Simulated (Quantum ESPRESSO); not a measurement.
# MgSe under changes of volume

One of the cells (20.246 Å³/atom); the others are scaled copies at fixed shape and fractional positions:

```
CELL_PARAMETERS angstrom
0.00000 2.72550 2.72550
2.72550 0.00000 2.72550
2.72550 2.72550 0.00000
ATOMIC_POSITIONS crystal
Se 0.50000 0.50000 0.50000
Mg 0.00000 0.00000 0.00000
```

```yaml
Program: Quantum ESPRESSO 7.5
Functional: r2SCAN
Potentials_or_basis: SG15 PBE 1.2
Cutoff: 952 eV
Density_cutoff: 3810 eV
k_mesh: 6 × 6 × 6
Occupations: fermi-dirac, width 0.05 eV
Spin: no spin polarisation
```

```tsv
volume (Å³/atom)	energy over the lowest point (meV/atom)	pressure (GPa)	gap on the mesh (eV)
19.031	?	?	?
19.436	19.34	4.7	2.51
19.841	9.05	3.0	2.48
20.246	2.73	1.5	2.45
20.651	0.00	0.2	2.41
21.056	0.59	-1.1	2.38
21.461	4.15	-2.2	2.34
```

**Question.** What does the run at 19.031 Å³/atom give?

**Answer.** Energy over the lowest point 34.11 meV/atom; pressure 6.5 GPa; gap on the mesh 2.55 eV.

Worked out: A Birch-Murnaghan fit of order 3 (a polynomial in V^(-2/3)) to the other rows has its minimum at 20.78 Å³/atom with B0 = V·E''(V) = 65 GPa and B' = 3.8. It gives 33.99 meV/atom at 19.031 Å³/atom, against the run's 34.11, and -dE/dV = 6.7 GPa, against 6.5. A straight line through the other rows of the gap, of slope -1.71 eV per unit of ln V, extrapolates to 2.55 eV, against the run's 2.55.

Energies are extrapolated to zero smearing.

Caveats: the potentials were made for another functional, which shifts forces and pressure.

A mesh can miss the band edges. Spin-orbit coupling on Se is left out.
